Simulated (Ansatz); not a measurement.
# GaAs: the cost of one run

Program: the Python package of Ansatz 0.2.0. The levels of theory stand in the script. These are calculated values, not measurements.

## 1. Starting point

Symmetry: F-43m, No. 216, cubic system. The conventional cell has a = 5.654 Å, b = 5.654 Å, c = 5.654 Å, α = 90.00°, β = 90.00°, γ = 90.00°. Around Ga (site symmetry -43m) lie 4 As at 2.45 Å. As (site symmetry -43m) is surrounded by 4 Ga at 2.45 Å.

The script holds or builds the structure itself.

## 2. The code

File gaas.py:

```python
import argparse
import csv
import logging
import sys
import warnings

import ansatz as az

logging.basicConfig(stream=sys.stdout, format="%(name)s: %(message)s")
log = logging.getLogger("ansatz_job")
log.setLevel(logging.INFO)

parser = argparse.ArgumentParser(description="One structure of GaAs under several functionals.")
parser.add_argument("--filling", required=True, help="how the bands are filled")
parser.add_argument("--smearing-width", type=float, required=True, help="smearing width (eV)")
args = parser.parse_args()

warnings.simplefilter("ignore", az.DeckWarning)

cell = (
    az.Lattice.of((0.0, 2.82685, 2.82685), (2.82685, 0.0, 2.82685), (2.82685, 2.82685, 0.0))
    .atom("Ga", (0.0, 0.0, 0.0))
    .atom("As", (0.25, 0.25, 0.25))
)

model = (
    cell.calculation()
    .pseudopotentials("paw")
    .kpoints(6)
    .occupations(args.filling, width=args.smearing_width)
    .stress()
)

rows = []
for value in ["rpbe", "pbe", "pbesol", "r2scan"]:
    data = model.functional(value).run(threads=1).report
    rows.append((value, data["free_energy_ev"] / len(data["lattice"]["sites"]), data["n_iterations"], sum(data["stress_gpa"][i][i] for i in range(3)) / 3, data["n_kpoints"]))

with open("xc.csv", "w", newline="") as handle:
    writer = csv.writer(handle)
    writer.writerow(["functional", "F/atom (eV)", "iterations", "P (GPa)", "k-points"])
    writer.writerows([round(v, 5) if isinstance(v, float) else v for v in row] for row in rows)
print(open("xc.csv").read())
```

## 3. The calls as engine input

The engine receives this input (first run):

```yaml
crystal:
  lattice:
    - [0.0, 2.82685, 2.82685]
    - [2.82685, 0.0, 2.82685]
    - [2.82685, 2.82685, 0.0]
  atoms:
    - { symbol: Ga, position: [0.0, 0.0, 0.0] }
    - { symbol: As, position: [0.25, 0.25, 0.25] }
kpoints:
  mp_grid:
    grid: [6, 6, 6]
hamiltonian:
  xc: rpbe
  pseudopotentials:
    kind: paw
scf:
  occupations:
    method: fermi_dirac
    width: 0.05
output:
  stress: true
```

## 4. Running it

The run is started by

```sh
$ python gaas.py --filling Fermi-Dirac --smearing-width 0.05
```

Q: Estimate wall time and peak memory on 1 thread of Intel Xeon 6975P-C (Granite Rapids), shared host.

About 4.4 s, with a peak of 0.51 GiB.
